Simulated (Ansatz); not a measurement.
The input (input.yaml):

```yaml
accuracy: low
crystal:
  lattice:
    - [0.0, 5.43, 5.43]
    - [5.43, 0.0, 5.43]
    - [5.43, 5.43, 0.0]
  atoms:
    - { symbol: Si, position: [0.03738415, -0.02311801, -0.07887928] }
    - { symbol: Si, position: [0.11787793, 0.15042466, 0.03556884] }
    - { symbol: Si, position: [0.09621791, 0.00400798, 0.38582099] }
    - { symbol: Si, position: [0.23295777, 0.07467264, 0.54552452] }
    - { symbol: Si, position: [0.03409026, 0.53005426, -0.156606] }
    - { symbol: Si, position: [0.14224098, 0.61120955, 0.01418675] }
    - { symbol: Si, position: [0.11087009, 0.45073633, 0.36534591] }
    - { symbol: Si, position: [0.22315474, 0.6064723, 0.4702183] }
    - { symbol: Si, position: [0.49260981, 0.02904708, -0.0635679] }
    - { symbol: Si, position: [0.62818917, 0.09574817, 0.08912581] }
    - { symbol: Si, position: [0.58137863, -0.09448949, 0.51812562] }
    - { symbol: Si, position: [0.69130974, 0.10154814, 0.59152934] }
    - { symbol: Si, position: [0.49904911, 0.52247846, -0.04870247] }
    - { symbol: Si, position: [0.63707123, 0.6593763, 0.05516087] }
    - { symbol: Si, position: [0.55733961, 0.49200746, 0.43824094] }
    - { symbol: Si, position: [0.7316838, 0.47831676, 0.61739315] }
    - { symbol: Ge, position: [0.71284517, 0.25528552, 0.19812219] }
basis:
  ecutwfc: 420.0
kpoints:
  mp_grid: { grid: [2, 2, 2] }
hamiltonian:
  xc: pbe
  dispersion: d3bj
  pseudopotentials: { kind: paw, azcp: { folder: soft_1 } }
scf:
  occupations: { method: fermi_dirac, width: 0.002 }
  lower_state_search: "off"
  max_iter: 84
md:
  timestep: 2
  n_steps: 200
  ensemble: nvt_langevin
  temperature: 2100.0
  initial_velocities: maxwell_boltzmann
  seed: 399172
  friction: 0.01
```

Launched with:

```bash
$ ansatz run input.yaml --threads 1 --pin off --max-ram 3072MiB --backend cpu --events-out ev --progress --plain --runs-dir out
```

Hardware: 1 thread of Arm Neoverse V1, with other jobs on the host.

Roughly how long does this run take, and how much memory?

25 min, with a peak of 0.62 GiB, for 201 ionic steps.
